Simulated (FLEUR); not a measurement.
# Al (Fm-3m) in FLEUR: further runs

One crystal, Al, is run at these levels: LDA (Moruzzi-Janak-Williams); tasks: band structure, equation of state.

All numbers are computed with FLEUR MaX-R8.1 (later development tree); they aren't measurements. Logs are shortened: lines on timing, memory, paths and dates and some standing lists are left out, and cuts for length are marked.

**Measured values to compare with.**

“The interpretation of polycrystalline coherent inelastic neutron scattering from aluminium”, 2013, pmc:3831299 quotes, for a bulk crystal of Al: bulk modulus 76.9 GPa.

How close the calculation comes is told below.

**1. The structure**

It takes space group Fm-3m (No. 225, cubic). Conventional cell: a = 4.050 Å, b = 4.050 Å, c = 4.050 Å, α = 90.00°, β = 90.00°, γ = 90.00°. Al (site symmetry m-3m) has 12 Al at 2.86 Å as nearest neighbours.

**2. Band structure, LDA (Moruzzi-Janak-Williams)**

The input, inp.xml:

```xml
<?xml version="1.0" encoding="UTF-8" standalone="no"?>
<fleurInput fleurInputVersion="0.39">
   <comment>
      Al                                                                                                  
   </comment>
   <calculationSetup>
      <cutoffs Kmax="3.8" Gmax="11.8" GmaxXC="11.8" numbands="0"/>
      <scfLoop itmax="60" minDistance="0.00001" maxIterBroyd="15" imix="Anderson" alpha="0.05" precondParam="0.0" spinf="2.0" sdNocoIR="T"/>
      <coreElectrons ctail="T" frcor="F" kcrel="0" coretail_lmax="0"/>
      <xcFunctional name="mjw" relativisticCorrections="F"/>
      <magnetism jspins="1"/>
      <soc l_soc="F" theta="0.0" phi="0.0" spav="F"/>
      <expertModes spex="0" secvar="F"/>
      <geometryOptimization l_f="F" forcealpha="1.0" forcemix="BFGS" epsdisp="0.00001" epsforce="0.00001"/>
      <ldaU l_linMix="F" mixParam="0.05" spinf="1.0"/>
   </calculationSetup>
   <cell>
      <bzIntegration valenceElectrons="11.0" mode="hist" fermiSmearingEnergy="0.00183747">
         <kPointListSelection listName="default-1"/>
         <!-- k-points included here -->
         <xi:include xmlns:xi="http://www.w3.org/2001/XInclude" href="kpts.xml"> </xi:include>
      </bzIntegration>
      <!-- symmetry operations included here -->
      <xi:include xmlns:xi="http://www.w3.org/2001/XInclude" href="sym.xml"> </xi:include>
      <bulkLattice scale="1.0">
         <bravaisMatrix>
            <row-1>    0.0000000000000000     3.8263269057207032     3.8263269057207032</row-1>
            <row-2>    3.8263269057207032     0.0000000000000000     3.8263269057207032</row-2>
            <row-3>    3.8263269057207032     3.8263269057207032     0.0000000000000000</row-3>
         </bravaisMatrix>
      </bulkLattice>
   </cell>
   <atomSpecies>
      <species name="Aluminum (Al)" element="Al" atomicNumber="13">
         <mtSphere radius="2.51" gridPoints="829" logIncrement="0.014"/>
         <atomicCutoffs lmax="10" lnonsphr="8"/>
         <electronConfig flipSpins="F">
            <coreConfig>(1s1/2)</coreConfig>
            <valenceConfig>(2s1/2) (2p1/2) (2p3/2) (3s1/2) (3p1/2) (3p3/2)</valenceConfig>
            <stateOccupation state="(3p1/2)" spinUp="0.166667" spinDown="0.166667"/>
            <stateOccupation state="(3p3/2)" spinUp="0.333333" spinDown="0.333333"/>
         </electronConfig>
         <energyParameters s="3" p="3" d="3" f="4"/>
         <lo type="SCLO" l="0" n="2" eDeriv="0"/>
         <lo type="SCLO" l="1" n="2" eDeriv="0"/>
         <lo type="SCLO" l="2" n="3" eDeriv="2"/>
         <lo type="SCLO" l="3" n="4" eDeriv="2"/>
      </species>
   </atomSpecies>
   <atomGroups>
      <atomGroup species="Aluminum (Al)">
         <relPos label="                   1">.0000000000 .0000000000 .0000000000</relPos>
         <force calculate="T" relaxXYZ="TTT"/>
      </atomGroup>
   </atomGroups>
   <output dos="F" band="F" slice="F">
      <checks vchk="F" cdinf="F"/>
      <bandDOS minEnergy="-.5*Htr" maxEnergy="0.5*Htr" sigma="0.015" storeEVData="T"/>
      <vacuumDOS vacdos="F" integ="F" star="F" nstars="0" locx1="0.0" locy1="0.0" locx2="0.0" locy2="0.0" nstm="0" tworkf="0.0"/>
      <unfoldingBand unfoldBand="F" supercellX="1" supercellY="1" supercellZ="1"/>
      <plotting iplot="0" polar="F">
         <plot TwoD="T" vec1="  1.0  0.0  0.0" vec2="  0.0  1.0  0.0" vec3="  0.0  0.0  1.0" zero="  0.0  0.0  0.0" file="plot"/>
      </plotting>
      <chargeDensitySlicing numkpt="0" minEigenval="0.0" maxEigenval="0.0" nnne="0" pallst="F"/>
      <specialOutput eonly="F"/>
      <moessbauerParams electricFieldGradient="T" isomerShift="T" coreHyperfine="T" valenceHyperfine="T"/>
      <magneticCircularDichroism mcd="F" energyLo="-10.0" energyUp="0.0"/>
   </output>
  <!-- We include the file relax.xml here to enable relaxations (see documentation) -->
  <xi:include xmlns:xi="http://www.w3.org/2001/XInclude" href="relax.xml"> <xi:fallback/> </xi:include>
</fleurInput>
```

The input, crystal.txt:

```
Al
&input cartesian=F /
0.0000000000  2.0248050000  2.0248050000
2.0248050000  0.0000000000  2.0248050000
2.0248050000  2.0248050000  0.0000000000
1.8897261246
1.0 1.0 1.0

1
13 0.0000000000  0.0000000000  0.0000000000

&kpt div1=11 div2=11 div3=11 gamma=T /
```

The input, inp.xml (bands):

```
<?xml version="1.0" encoding="UTF-8" standalone="no"?>
<fleurInput fleurInputVersion="0.39">
   <comment>
      Al                                                                                                  
   </comment>
   <calculationSetup>
      <cutoffs Kmax="3.8" Gmax="11.8" GmaxXC="11.8" numbands="0"/>
      <scfLoop itmax="60" minDistance="0.00001" maxIterBroyd="15" imix="Anderson" alpha="0.05" precondParam="0.0" spinf="2.0" sdNocoIR="T"/>
      <coreElectrons ctail="T" frcor="F" kcrel="0" coretail_lmax="0"/>
      <xcFunctional name="mjw" relativisticCorrections="F"/>
      <magnetism jspins="1"/>
      <soc l_soc="F" theta="0.0" phi="0.0" spav="F"/>
      <expertModes spex="0" secvar="F"/>
      <geometryOptimization l_f="F" forcealpha="1.0" forcemix="BFGS" epsdisp="0.00001" epsforce="0.00001"/>
      <ldaU l_linMix="F" mixParam="0.05" spinf="1.0"/>
   </calculationSetup>
   <cell>
      <bzIntegration valenceElectrons="11.0" mode="hist" fermiSmearingEnergy="0.00183747">
         <kPointListSelection listName="path-1"/>
         <!-- k-points included here -->
         <xi:include xmlns:xi="http://www.w3.org/2001/XInclude" href="kpts.xml"> </xi:include>
      </bzIntegration>
      <!-- symmetry operations included here -->
      <xi:include xmlns:xi="http://www.w3.org/2001/XInclude" href="sym.xml"> </xi:include>
      <bulkLattice scale="1.0">
         <bravaisMatrix>
            <row-1>    0.0000000000000000     3.8263269057207032     3.8263269057207032</row-1>
            <row-2>    3.8263269057207032     0.0000000000000000     3.8263269057207032</row-2>
            <row-3>    3.8263269057207032     3.8263269057207032     0.0000000000000000</row-3>
         </bravaisMatrix>
      </bulkLattice>
   </cell>
   <atomSpecies>
      <species name="Aluminum (Al)" element="Al" atomicNumber="13">
         <mtSphere radius="2.51" gridPoints="829" logIncrement="0.014"/>
         <atomicCutoffs lmax="10" lnonsphr="8"/>
         <electronConfig flipSpins="F">
            <coreConfig>(1s1/2)</coreConfig>
            <valenceConfig>(2s1/2) (2p1/2) (2p3/2) (3s1/2) (3p1/2) (3p3/2)</valenceConfig>
            <stateOccupation state="(3p1/2)" spinUp="0.166667" spinDown="0.166667"/>
            <stateOccupation state="(3p3/2)" spinUp="0.333333" spinDown="0.333333"/>
         </electronConfig>
         <energyParameters s="3" p="3" d="3" f="4"/>
         <lo type="SCLO" l="0" n="2" eDeriv="0"/>
         <lo type="SCLO" l="1" n="2" eDeriv="0"/>
         <lo type="SCLO" l="2" n="3" eDeriv="2"/>
         <lo type="SCLO" l="3" n="4" eDeriv="2"/>
      </species>
   </atomSpecies>
   <atomGroups>
      <atomGroup species="Aluminum (Al)">
         <relPos label="                   1">.0000000000 .0000000000 .0000000000</relPos>
         <force calculate="T" relaxXYZ="TTT"/>
      </atomGroup>
   </atomGroups>
   <output dos="F" band="T" slice="F">
      <checks vchk="F" cdinf="F"/>
      <bandDOS minEnergy="-.5*Htr" maxEnergy="0.5*Htr" sigma="0.015" storeEVData="T"/>
      <vacuumDOS vacdos="F" integ="F" star="F" nstars="0" locx1="0.0" locy1="0.0" locx2="0.0" locy2="0.0" nstm="0" tworkf="0.0"/>
      <unfoldingBand unfoldBand="F" supercellX="1" supercellY="1" supercellZ="1"/>
      <plotting iplot="0" polar="F">
         <plot TwoD="T" vec1="  1.0  0.0  0.0" vec2="  0.0  1.0  0.0" vec3="  0.0  0.0  1.0" zero="  0.0  0.0  0.0" file="plot"/>
      </plotting>
      <chargeDensitySlicing numkpt="0" minEigenval="0.0" maxEigenval="0.0" nnne="0" pallst="F"/>
      <specialOutput eonly="F"/>
      <moessbauerParams electricFieldGradient="T" isomerShift="T" coreHyperfine="T" valenceHyperfine="T"/>
      <magneticCircularDichroism mcd="F" energyLo="-10.0" energyUp="0.0"/>
   </output>
  <!-- We include the file relax.xml here to enable relaxations (see documentation) -->
  <xi:include xmlns:xi="http://www.w3.org/2001/XInclude" href="relax.xml"> <xi:fallback/> </xi:include>
</fleurInput>
```

Potentials or basis: all-electron, FLAPW.

Command:

```console
$ inpgen -f crystal.txt -profile fastHighL
$ # inp.xml edited to the form shown
$ fleur_MPI
$ fleur_MPI   # second run, on inp.xml (bands)
```

Log:

```text
Welcome to FLEUR        (www.flapw.de)
      MaX-Release 8.1          (www.max-centre.eu)

 ========== k-point set info ==========
 Selected k-point list: default-1
 k-point list type: mesh
 11 x 11 x 11
 Number of k points: 56

 ------------Calculation Setup---------------------------
 Number of MPI-tasks      :            1
 Number of PE/node        :            1
 Number of OMP-threads    :            1
 Most efficient MPI parallelization for:
           1           2           4           7           8          14          28          56
 Additional eigenvalue parallelization possible
 Number of basis functions:          141
 Approximate size of matrices (H+S) per k-point:         0.000 GB
 --------------------------------------------------------
 Iteration:     1   Distance:       3.88456404 me/bohr^3
 Iteration:     2   Distance:       3.66527863 me/bohr^3
 Iteration:     3   Distance:       1.12879427 me/bohr^3
 Iteration:     4   Distance:       0.09703220 me/bohr^3
 Iteration:     5   Distance:       0.08342184 me/bohr^3
 Iteration:     6   Distance:       0.00376799 me/bohr^3
 Iteration:     7   Distance:       0.00626410 me/bohr^3
 Iteration:     8   Distance:       0.00019029 me/bohr^3
 Iteration:     9   Distance:       0.00004895 me/bohr^3
 Iteration:    10   Distance:       0.00000500 me/bohr^3

 ********************************************************************
 Run finished successfully
 Stop message:
   all done
 ********************************************************************
```

output (bands):

```text
Welcome to FLEUR        (www.flapw.de)
      MaX-Release 8.1          (www.max-centre.eu)

 ========== k-point set info ==========
 Selected k-point list: path-1
 k-point list type: path
 Number of k points: 60

 ------------Calculation Setup---------------------------
 Number of MPI-tasks      :            1
 Number of PE/node        :            1
 Number of OMP-threads    :            1
 Most efficient MPI parallelization for:
           1           2           3           4           5           6          10          12          15          20          30          60
 Additional eigenvalue parallelization possible
 Number of basis functions:          141
 Approximate size of matrices (H+S) per k-point:         0.000 GB
 --------------------------------------------------------
 Fermi energy correction for metals:
 Fermi energy in bands.* files may not be consistent with last density.
 Please correct it manually (e.g. in band.gnu file).

 Note: Band structure data (together with different weights) is also stored in the banddos.hdf file.
       A convenient way of extracting and plotting the data from that file is by making use of the

 ********************************************************************
 Run finished successfully
 Stop message:
   Charge density postprocessing done.
 ********************************************************************
```

out.xml (last iteration):

```text
<iteration numberForCurrentRun="   10" overallNumber="   10">
         <energyParameters units="Htr">
            <atomicEP atomType="1" spin="1" branch="3s" branchLowest="-3.50" branchHighest="0.88" value="0.0616949449"/>
            <atomicEP atomType="1" spin="1" branch="3p" branchLowest="-2.11" branchHighest="1.28" value="0.2250443697"/>
            <atomicEP atomType="1" spin="1" branch="3d" branchLowest="-9.99" branchHighest="1.66" value="0.4082956413"/>
            <atomicEP atomType="1" spin="1" branch="4f" branchLowest="-9.99" branchHighest="3.20" value="0.5779972473"/>
            <loAtomicEP atomType="1" spin="1" branch="2s" branchLowest="-54.82" branchHighest="-3.50" value="-3.5022765325"/>
            <loAtomicEP atomType="1" spin="1" branch="2p" branchLowest="-9.99" branchHighest="-2.11" value="-2.1133414337"/>
            <loAtomicEP atomType="1" spin="1" branch="3d" branchLowest="-9.99" branchHighest="1.66" value="0.4082951767"/>
            <loAtomicEP atomType="1" spin="1" branch="4f" branchLowest="-9.99" branchHighest="3.20" value="0.5779997230"/>
         </energyParameters>
         <eigenvalues>
            <eigenvaluesAt spin="1" ikpt="1" k_x="0.00000000" k_y="0.00000000" k_z="0.00000000">
                      -3.5023801436       -2.1129446167       -2.1129446167       -2.1129446167       -0.1402446370
                       0.7267354478        0.7267354478        0.7267354478        0.7761190691
            </eigenvaluesAt>
            <eigenvaluesAt spin="1" ikpt="2" k_x="0.00000000" k_y="0.00000000" k_z="0.09090909">
                      -3.5023718685       -2.1130101594       -2.1129549023       -2.1129549023       -0.1320374949
                       0.6196572595        0.7020740869        0.7020740869        0.8046851784
            </eigenvaluesAt>
            <eigenvaluesAt spin="1" ikpt="3" k_x="0.00000000" k_y="0.00000000" k_z="0.18181818">
                      -3.5023495848       -2.1131854414       -2.1129824068       -2.1129824068       -0.1074995273
                       0.4864977888        0.6748755118        0.6748755118        0.7981805417
            </eigenvaluesAt>
            <eigenvaluesAt spin="1" ikpt="4" k_x="0.00000000" k_y="0.00000000" k_z="0.27272727">
                      -3.5023206218       -2.1134148374       -2.1130184436       -2.1130184436       -0.0668757780
                       0.3612409306        0.6597696460        0.6597696460        0.7877405190
            </eigenvaluesAt>
         </eigenvalues>
         <bandgap value="0.2214007793" units="eV"/>
         <sumValenceSingleParticleEnergies value="-19.3702068697" units="Htr"/>
         <FermiEnergy value="0.2667168367" units="Htr"/>
         <valenceDensity>
            <mtCharges spin="1">
               <mtCharge atomType="1" total="9.8464534" s="2.8344482" p="6.8303023" d="0.1692200" f="0.0115393"/>
            </mtCharges>
            <spinDependentCharge spin="1" total="11.0000000" interstitial="1.1535466" mtSpheres="9.8464534"/>
            <totalCharge value="11.0000000000"/>
         </valenceDensity>
         <coreStates atomType="     1" atomicNumber=" 13" spin="1" kinEnergy="    158.1787376088" eigValSum="   -109.6453702251" lostElectrons=" 0.000000">
            <state n="1" l="0" j="0.5" energy="-54.8226851125" weight="1.0000000000"/>
         </coreStates>
         <allElectronCharges>
            <spinDependentCharge spin="1" total="13.0000000" interstitial="1.1535466" mtSpheres="11.8464534"/>
            <totalCharge value="13.0000000001"/>
         </allElectronCharges>
         <moessbauerParams unitsHFF="kG" unitsIS="e/bohr^3" unitsEFG="Htr/bohr^2">
            <coreIsomerShift atomType="1" isTotal="1388.76050">
               <shell n="1" l="0" isomerShift="1388.76050"/>
            </coreIsomerShift>
            <isomerShift atomType="1" nucleusRadius="0.0000708" averageDensity="1487.36546"/>
            <electricFieldGradient atomType="1" VXX="0.00000" VYY="0.00000" VZZ="0.00000" asymParam="0.00000">
            </electricFieldGradient>
         </moessbauerParams>
         <totalEnergy                                    value="     -241.9202562663" units="Htr">
            <sumOfEigenvalues                            value="     -129.0155770948">
               <coreElectrons value="-109.6453702251"/>
               <valenceElectrons value="-19.3702068697"/>
            </sumOfEigenvalues>
            <densityCoulombPotentialIntegral value="-347.7116593211"/>
            <densityEffectivePotentialIntegral value="-371.0655419952"/>
            <chargeDenXCDenIntegral value="-17.6933821320"/>
            <FockExchangeEnergyValence value="0.0000000000"/>
            <FockExchangeEnergyCore value="0.0000000000"/>
            <atomTypeDependentContributions atomType="1">
               <electronNucleiInteractionDifferentMTs value="287.8600372798"/>
               <MadelungTerm value="-4.5609720944"/>
            </atomTypeDependentContributions>
            <tkbTimesEntropy value="0.0001473993"/>
            <freeEnergy value="-241.9204036656"/>
            <extrapolationTo0K value="-241.9203299660"/>
         </totalEnergy>
         <densityConvergence units="me/bohr^3">
            <chargeDensity spin="1" distance="0.0000049975"/>
         </densityConvergence>
      </iteration>
```

Run time: 4.6 s. Hardware: 1 thread of Arm Neoverse V2, shared host; peak memory 0.04 GiB.

Results:

```
Free energy                                           : -6582.9895 eV
Band gap along the path                               : none (metal or under the smearing width)
Valence electrons inside the program's atomic spheres : Al 9.85 (radii Al 2.51 bohr)
```

Levels at the corners of the path, in eV from the Fermi level:
```csv
point,band 5,band 6,band 7,band 8,band 9
Γ,-11.07,12.52,12.52,12.52,13.86
X,-2.89,-1.63,5.29,5.49,5.49
W,-0.83,-0.83,0.21,0.94,15.69
K,-1.86,-1.34,-0.47,6.45,8.14
Γ,-11.07,12.52,12.52,12.52,13.86
L,-4.54,-4.41,11.18,11.18,11.39
U,-1.86,-1.34,-0.47,6.45,8.14
W,-0.83,-0.83,0.21,0.94,15.69
L,-4.54,-4.41,11.18,11.18,11.39
K,-1.86,-1.34,-0.47,6.45,8.14
U,-1.86,-1.34,-0.47,6.45,8.14
X,-2.89,-1.63,5.29,5.49,5.49
```

Core levels (eV from the Fermi level):
```csv
atom,levels
1 Al,1s1/2 -1499.1
```

**3. Equation of state, LDA (Moruzzi-Janak-Williams), 15.61 Å³/atom (volume scaled by 0.94)**

Changes to inp.xml since step 2:

```diff
@@ -24,3 +24,3 @@
       <xi:include xmlns:xi="http://www.w3.org/2001/XInclude" href="sym.xml"> </xi:include>
-      <bulkLattice scale="1.0">
+      <bulkLattice scale="0.9795861087">
          <bravaisMatrix>
@@ -34,3 +34,3 @@
       <species name="Aluminum (Al)" element="Al" atomicNumber="13">
-         <mtSphere radius="2.51" gridPoints="829" logIncrement="0.014"/>
+         <mtSphere radius="2.45" gridPoints="829" logIncrement="0.014"/>
          <atomicCutoffs lmax="10" lnonsphr="8"/>
```

Potentials or basis: all-electron, FLAPW.

Command:

```console
$ inpgen -f crystal.txt -profile fastHighL
$ # inp.xml edited to the form shown
$ fleur_MPI
```

Run time: 3.5 s. Hardware: 1 thread of Arm Neoverse V2, shared host; peak memory 0.08 GiB.

The run converged. Its results:

* Free energy: -6582.9968 eV
* Band gap on the k mesh: none (metal or under the smearing width)
* Valence electrons inside the program's atomic spheres: Al 9.80 (radii Al 2.45 bohr)

**4. Equation of state, LDA (Moruzzi-Janak-Williams), 15.94 Å³/atom (volume scaled by 0.96)**

Changes to inp.xml since step 3:

```diff
@@ -24,3 +24,3 @@
       <xi:include xmlns:xi="http://www.w3.org/2001/XInclude" href="sym.xml"> </xi:include>
-      <bulkLattice scale="0.9795861087">
+      <bulkLattice scale="0.9864848297">
          <bravaisMatrix>
```

Command:

```console
$ inpgen -f crystal.txt -profile fastHighL
$ # inp.xml edited to the form shown
$ fleur_MPI
```

Wall time 3.6 s (1 thread of Arm Neoverse V2, shared host); peak memory 0.08 GiB.

The run converged. Its results:

- Free energy: -6582.9979 eV
- Band gap on the k mesh: none (metal or under the smearing width)
- Valence electrons inside the program's atomic spheres: Al 9.77 (radii Al 2.45 bohr)

(Part 1 of 2 ends here.)
